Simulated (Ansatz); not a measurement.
Wavefunction ladder for C₄H₆

Cartesian coordinates in Å:
```
C 0.313 -0.567 -0.972
C -0.657 0.057 0.964
C -0.341 0.629 -0.374
C 0.706 -0.088 0.382
H -0.256 -1.493 -1.062
H 1.018 -0.391 -1.780
H -1.303 -0.821 1.026
H -0.771 0.758 1.786
H -0.366 1.651 -0.716
H 1.657 0.265 0.746
```

Total charge 0; spin multiplicity 1. All single points use the PBE0-D4/def2-TZVP geometry. Frozen core, restricted reference, Ansatz. CBS rows extrapolate triple and quadruple zeta.

```tsv
basis	HF (Eh)	MP2 corr.	CCSD corr.	(T)	CCSD(T) total
def2-SVP	?	-0.54985	-0.58738	?	?
def2-TZVPP	-154.92950	-0.66712	-0.69481	-0.03132	-155.65563
def2-QZVPP	-154.93647	?	-0.72788	-0.03415	?
CBS(def2)	-154.93743	-0.73881	-0.75237	-0.03625	-155.72605
cc-pV(D+d)Z	-154.88356	-0.54939	-0.58749	-0.02058	-155.49163
cc-pV(T+d)Z	?	-0.66850	-0.69581	-0.03148	?
cc-pV(Q+d)Z	-154.93498	-0.70928	-0.72865	-0.03417	-155.69780
CBS(cc)	-154.93794	-0.73830	-0.75203	-0.03609	-155.72606
```

Question: Fill in the withheld values. (Best estimate.)

Answer: The calculation gave: def2-SVP HF (Eh): -154.76227; def2-SVP (T): -0.02073; def2-SVP CCSD(T) total: -155.37038; def2-QZVPP MP2 corr.: -0.70830; def2-QZVPP CCSD(T) total: -155.69850; cc-pV(T+d)Z HF (Eh): -154.92516; cc-pV(T+d)Z CCSD(T) total: -155.65245.
